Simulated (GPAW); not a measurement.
# C (C2/m) in GPAW: further runs

One crystal, C, is run at these levels: r2SCAN, TB-mBJ; tasks: band structure, single point.

Everything below comes from runs of GPAW 26.7.0. Logs are shortened: lines on timing, memory, paths and dates and some standing lists are left out, and cuts for length are marked. The log counts tension as positive stress, the text compression.

## (1) Starting point

Symmetry: C2/m, No. 12, monoclinic system. Conventional cell: a = 4.255 Å, b = 2.457 Å, c = 3.765 Å, α = 90.00°, β = 111.49°, γ = 90.00°. C (site symmetry m) has 3 C at 1.42 Å as nearest neighbours.

This is a stacking variant of graphite.

## (2) Band structure, r2SCAN

Contents of run.py:

```python
from ase import Atoms
from ase.dft.bandgap import bandgap
from ase.io import write
from ase.units import GPa
from gpaw import GPAW, PW

atoms = Atoms(['C', 'C'],
              cell=[[2.1273203072, -1.22828244, 0.0],
                    [2.1273203072, 1.22828244, 0.0],
                    [-1.3790696309, 0.0, 3.5028300786]],
              scaled_positions=[[0.16664447, 0.16664447, 0.99990696],
                                [0.83335553, 0.83335553, 0.00009304]],
              pbc=True)

calc = GPAW(mode=PW(800),
            xc='MGGA_X_R2SCAN+MGGA_C_R2SCAN',
            kpts={'size': (10, 10, 6), 'gamma': True},
            occupations={'name': 'fermi-dirac', 'width': 0.05},
            nbands=11,
            convergence={'density': 1e-05, 'energy': 1e-05},
            maxiter=150,
            txt='gpaw.txt')
atoms.calc = calc
energy = atoms.get_potential_energy()
forces = atoms.get_forces()
stress = atoms.get_stress()
calc.write('gs.gpw')
write('result.traj', atoms)
print(f'Energy: {energy:.6f} eV')
print('Forces (eV/A):')
print(forces.round(4))
print('Stress (GPa):', (stress / GPa).round(3))
print('Fermi level:', round(calc.get_fermi_level(), 4), 'eV')
print(f'Gap: {bandgap(calc)[0]:.4f} eV, direct: {bandgap(calc, direct=True)[0]:.4f} eV')

path = atoms.cell.bandpath('GYFLI,I1ZF1,YX1,XGN,MG', npoints=80, eps=1e-4)
bs_calc = calc.fixed_density(kpts=path, symmetry='off', nbands=18,
                             convergence={'bands': 'CBM+6.0', 'eigenstates': 1e-6}, txt='bands.txt')
bs = bs_calc.band_structure()
bs.write('bs.json')
print(f'Gap on the path: {bandgap(bs_calc)[0]:.4f} eV')
```

Potentials or basis: GPAW PAW data sets (gpaw-data 1.2.1), pw.

The run is started by

```sh
> OMP_NUM_THREADS=1 python run.py
```

gpaw.txt:

```text
__  _  _
 | _ |_)|_||  |
 |__||  | ||/\| - 26.7.0

Input parameters:
  mode=PW(ecut=800.0),
  convergence={'density': 1e-05, 'energy': 1e-05},
  kpts=MonkhorstPack(size=(10, 10, 6), gamma=True),
  maxiter=150,
  nbands=11,
  occupations=Occupations(name='fermi-dirac', width=0.05),
  xc=XC(name='MGGA_X_R2SCAN+MGGA_C_R2SCAN')

Diagonalizing LCAO Hamiltonian
Converting LCAO to pw mode

       C

                 C

Atoms  # Å, Bohr magnetons
|   | symbol |         x |        y |        z |    initial magnetic moments |
|---|--------|-----------|----------|----------|-----------------------------|
| 0 |      C | -0.669929 | 0.000000 | 3.502504 | ( 0.0000,  0.0000,  0.0000) |
| 1 |      C |  3.545500 | 0.000000 | 0.000326 | ( 0.0000,  0.0000,  0.0000) |

Unit cell  # Å
| periodic |         x |         y |        z |  lengths |     angles |
|----------|-----------|-----------|----------|----------|------------|
|      yes |  2.127320 | -1.228282 | 0.000000 | 2.456455 | 108.496630 |
|      yes |  2.127320 |  1.228282 | 0.000000 | 2.456455 | 108.496630 |
|      yes | -1.379070 |  0.000000 | 3.502830 | 3.764525 |  60.002969 |

Number of symmetries: 4
Symmetry operations  # r_c * U_cc + t_c -> r_c
|   | kind |            matrix            |
|---|------|------------------------------|
| 0 |  E   |  1, 0, 0,  0, 1, 0,  0, 0, 1 |
| 1 |  σ   |  0, 1, 0,  1, 0, 0,  0, 0, 1 |
| 2 |  C2  |  0,-1, 0, -1, 0, 0,  0, 0,-1 |
| 3 |  i   | -1, 0, 0,  0,-1, 0,  0, 0,-1 |

BZ-sampling:
  Number of BZ points: 600
  Number of IBZ points: 172

  Monkhorst-Pack size: [10, 10, 6]
  Monkhorst-Pack shift: [0.05, 0.05, 0.08333333333333333]

K-points  # in reciprocal-cell coordinates
|     |                                coordinates |     weight |
|-----|--------------------------------------------|------------|
|   0 | (  0.00000000,   0.00000000,   0.00000000) | 0.00166667 |
|   1 | (  0.00000000,   0.00000000,   0.16666667) | 0.00333333 |
|   2 | (  0.00000000,   0.00000000,   0.33333333) | 0.00333333 |
|   3 | (  0.00000000,   0.00000000,   0.50000000) | 0.00166667 |
|   4 | (  0.10000000,  -0.10000000,   0.00000000) | 0.00333333 |
|   5 | (  0.10000000,  -0.10000000,   0.16666667) | 0.00666667 |
|   6 | (  0.10000000,  -0.10000000,   0.33333333) | 0.00666667 |
|   7 | (  0.10000000,  -0.10000000,   0.50000000) | 0.00333333 |
|   8 | (  0.10000000,   0.00000000,  -0.33333333) | 0.00666667 |
|   9 | (  0.10000000,   0.00000000,  -0.16666667) | 0.00666667 |
| ... |                                            |            |
| 171 | (  0.50000000,   0.50000000,   0.50000000) | 0.00166667 |

Plane wave coefficients: 954
Cutoff: 800.0 eV

Spin-components: 1 (collinear spins)
Bands:           11
Projectors:      10
Spin-degeneracy: 2
Datatype:        complex128

Parallelization:
  kpt:    1
  domain: 1
  band:   1

Density:
  Valence electrons: 8.0
  Components: 1
  Grid points: [18 18 25]
  Charge: 0.0  # |e|

Potential:
  Grid points: [18 18 25]

species:
  C:
    name:    Carbon
    Z:       6.0
    valence: 4
    core:    2
    charge:  0.0  # [|e|]
    compensation charges:
      type: gauss
      rc: 0.20  # [Å]
      lmax: 2
    cutoffs:
      filter: 1.14  # [Å]
      core: 1.14  # [Å]
    projectors
    | kind |    occ | energy [eV] | rcut [Å] |
    |------|--------|-------------|----------|
    |   2s |  2.000 |     -13.751 |    0.635 |
    |   2p |  2.000 |      -5.284 |    0.635 |
    |    s |        |      13.461 |    0.635 |
    |    p |        |      21.927 |    0.635 |
    |    d |        |       0.000 |    0.635 |

    Using partial waves for C as LCAO basis

Reference energy: -2055.256231  # eV

eigensolver:
  PPCG
  Converge bands: occupied
  niter=2

density mixing:
  MSR1-Mixer
  Pratt-step length: 0.05
  Maximum mixing coefficient: 0.75
  Old densities: 10
  SVD Regularization: 0.005
  Good broyden scale: 1.0
  Trust region scale: 1.0
  Backstep threshold: 4.0
  History deletion threshold: 6.0
  Fourier metric: weight=20.0, sigma=0.015

occupation numbers:
  Fermi-Dirac:
    width: 0.0500  # eV

poisson solver:
  ecut: 6400.0  # eV

xc functional:
  name: MGGA_X_R2SCAN+MGGA_C_R2SCAN with 2 nearest neighbor stencil

convergence criteria:
[... 6 lines left out ...]
|iter     | |      energy | eigst |  dens |
|---------|-|-------------|-------|-------|
|iter:   1| |  -22.448621 | +0.57 |       |
|iter:   2| |  -20.555904 | -1.15 | -0.78 |
|iter:   3| |  -19.911753 | -1.03 | -0.80 |
|iter:   4| |  -19.907630 | -2.75 | -1.53 |
|iter:   5| |  -19.909557 | -3.77 | -1.89 |
|iter:   6| |  -19.909558 | -5.48 | -3.16 |
|iter:   7| |  -19.909559c| -7.18 | -3.81 |
|iter:   8| |  -19.909559c| -8.04c| -4.99 |
|iter:   9| |  -19.909559c| -8.97c| -5.80c|

Converged in 9 steps
Energy contributions relative to reference atoms: (reference = -2055.256231)

Energy contributions:
  Kinetic:          15.949239
  Coulomb:         -16.436426
  Zero:              0.029925
  External:          0.000000
  Xc:              -19.452298
  Entropy:          -0.000000
  Spinorbit:         0.000000
  ----------------------------
  Free energy:     -19.909559
  Extrapolated:    -19.909559

dipole moment: (0.000001, -0.000000, 0.000002)  # |e|*Ang

Fermi level: 5.843
Eigenvalues  # (at kpt = [0.000, 0.000, 0.000])
| band index |      eig [eV] | occ [0-2] |
|------------|---------------|-----------|
|          0 |       -15.178 |     2.000 |
|          1 |        -1.500 |     2.000 |
|          2 |         2.539 |     2.000 |
|          3 |         2.542 |     2.000 |
|          4 |         9.824 |     0.000 |
|          5 |        14.527 |     0.000 |
|          6 |        14.529 |     0.000 |
|          7 |        18.195 |     0.000 |
|          8 |        19.101 |     0.000 |
|          9 |        29.844 |     0.000 |
|         10 |        31.190 |     0.000 |

Gap: 1.471 eV
Transition (v -> c):
  (s=0, k=48, n=3, [0.30, -0.30, 0.00]) -> (s=0, k=96, n=4, [0.40, -0.30, 0.33])
Direct/indirect transitions are different
Direct gap: 1.497 eV
Transition at: (s=0, k=96, n=3, [0.40, -0.30, 0.33])

Forces  # eV/Ang
|        x |       y |        z |
|----------|---------|----------|
| -0.00247 | 0.00000 |  0.01136 |  # C    0
|  0.00247 | 0.00000 | -0.01136 |  # C    1

Stress tensor  # eV/Ang^3
|        x |        y |        z |
|----------|----------|----------|
| 0.003617 | 0.000000 | 0.000211 |
| 0.000000 | 0.004029 | 0.000000 |
| 0.000211 | 0.000000 | 0.001918 |

# Writing to gs.gpw (mode='')
```

Run time: 1.9 min. Hardware: 1 thread of Arm Neoverse V2, shared host; peak memory 0.25 GiB.

What came out:

- Free energy: -19.9096 eV
- Pressure: -0.5 GPa
- Largest force: 0.012 eV/Å
- Band gap along the path: 0.03 eV, direct

Forces on the atoms (eV/Å):
```
C   -0.002  0.000  0.011
C    0.002  0.000 -0.011
```

Stress tensor (GPa, compression positive):
```
-0.58  0.00 -0.03
 0.00 -0.65  0.00
-0.03  0.00 -0.31
```

Levels at the corners of the path, in eV from the valence-band top:
```tsv
point	band 1	band 2	band 3	band 4	band 5
Γ	-20.97	-7.29	-3.25	-3.25	4.03
Y	-15.31	-14.08	-6.88	-2.82	1.47
F	-16.77	-12.39	-6.67	-3.24	2.67
L	-15.38	-14.14	-6.84	-2.29	2.02
I	-14.26	-12.94	-10.93	-1.31	1.08
I1	-14.26	-12.94	-10.93	-1.31	1.08
Z	-20.76	-8.90	-3.26	-3.26	8.70
F1	-16.77	-12.39	-6.67	-3.24	2.67
Y	-15.31	-14.08	-6.88	-2.82	1.47
X1	-14.51	-13.43	-9.87	-1.69	1.19
X	-14.51	-13.43	-9.87	-1.69	1.19
Γ	-20.97	-7.29	-3.25	-3.25	4.03
N	-15.30	-14.08	-6.87	-2.86	1.42
M	-15.39	-14.14	-6.84	-2.25	2.08
Γ	-20.97	-7.29	-3.25	-3.25	4.03
```

Caveat: the PAW data sets were made with another functional, which shifts forces and pressure a little.

## (3) Single point, TB-mBJ

Contents of run.py:

```python
from ase import Atoms
from ase.dft.bandgap import bandgap
from ase.io import write
from gpaw import GPAW, PW

atoms = Atoms(['C', 'C'],
              cell=[[2.1273203072, -1.22828244, 0.0],
                    [2.1273203072, 1.22828244, 0.0],
                    [-1.3790696309, 0.0, 3.5028300786]],
              scaled_positions=[[0.16664447, 0.16664447, 0.99990696],
                                [0.83335553, 0.83335553, 0.00009304]],
              pbc=True)

calc = GPAW(mode=PW(800),
            xc='TB09',
            kpts={'size': (10, 10, 6), 'gamma': True},
            occupations={'name': 'fermi-dirac', 'width': 0.05},
            nbands=11,
            convergence={'density': 1e-05, 'energy': 1e-05},
            eigensolver='cg',
            maxiter=150,
            txt='gpaw.txt')
atoms.calc = calc
energy = atoms.get_potential_energy()
calc.write('gs.gpw')
write('result.traj', atoms)
print('Fermi level:', round(calc.get_fermi_level(), 4), 'eV')
print(f'Gap: {bandgap(calc)[0]:.4f} eV, direct: {bandgap(calc, direct=True)[0]:.4f} eV')
```

Potentials or basis: GPAW PAW data sets for LDA (gpaw-data 1.2.1), pw.

The run is started by

```sh
> OMP_NUM_THREADS=1 python run.py
```

Wall time 76 s (1 thread of Arm Neoverse V2, shared host); peak memory 0.2 GiB.

It converged, with:

```
Band gap on the k mesh : 1.49 eV, indirect (least direct gap 1.51 eV)
```

Levels at points of the mesh, in eV from the valence-band top:
| k point | band 1 | band 2 | band 3 | band 4 | band 5 | band 6 | band 7 |
| --- | --- | --- | --- | --- | --- | --- | --- |
| (0.00, 0.00, 0.00) | -20.47 | -6.42 | -3.65 | -3.65 | 5.31 | 9.05 | 9.05 |
| (0.00, 0.00, 0.50) | -20.31 | -7.83 | -3.66 | -3.66 | 9.02 | 9.02 | 11.55 |
| (0.50, 0.00, 0.00) | -15.24 | -13.81 | -6.88 | -1.51 | 2.73 | 7.99 | 12.94 |
| (0.50, 0.00, 0.50) | -15.18 | -13.76 | -6.91 | -2.07 | 2.18 | 7.74 | 14.78 |
| (0.50, 0.50, 0.00) | -15.18 | -13.76 | -6.91 | -2.03 | 2.22 | 7.74 | 14.65 |
| (0.50, 0.50, 0.50) | -15.24 | -13.80 | -6.88 | -1.55 | 2.68 | 7.99 | 13.06 |

Caveat: a model potential gives levels but no total energy; the PAW data sets were made with another functional, which shifts forces and pressure a little. A k mesh can miss the band edges.
